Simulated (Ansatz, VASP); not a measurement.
**Two plane-wave programs on PtSe2**

```
CELL_PARAMETERS angstrom
1.85921 3.22024 0.00000
-1.85921 3.22024 0.00000
0.00000 0.00000 5.80140
ATOMIC_POSITIONS crystal
Pt 0.00000 0.00000 0.00000
Se 0.33333 0.33333 0.22591
Se 0.66667 0.66667 0.77409
```

Alike in both runs: functional r2SCAN; k mesh 9 × 9 × 6; no spin polarisation.

Ansatz relaxed the structure, and its values are those at the end. VASP's run is a single point on that final structure, the one shown.

|  | VASP | Ansatz |
| --- | --- | --- |
| version | VASP 6.6.1 | Ansatz 0.2.0 |
| potentials or method | VASP PAW PBE potentials, release 64 (Pt, Se) | PAW plane waves |
| plane-wave cutoff (eV) | 520 | 500 |
| occupations | fermi-dirac, width 0.1 eV | fermi-dirac |
| valence electrons in the cell | 22 | 50 |

```csv
,VASP,Ansatz,Ansatz less VASP
pressure (GPa),0.1,0.0,-0.07
rms of the force components (eV/Å),0.005,0.000,-0.0048
```

The two sets of potentials don't hold the same shells in valence. Ansatz warned: «structure_snapped_to_symmetry».

Caveats: the PAW data sets were made with another functional, which shifts forces and pressure a little (VASP); spin-orbit coupling is left out, which moves the levels of the heavy elements; an odd mesh through Γ misses points on the zone boundary, where band edges often lie. r2SCAN opens gaps a little over a GGA but as a rule still falls short of measured ones.
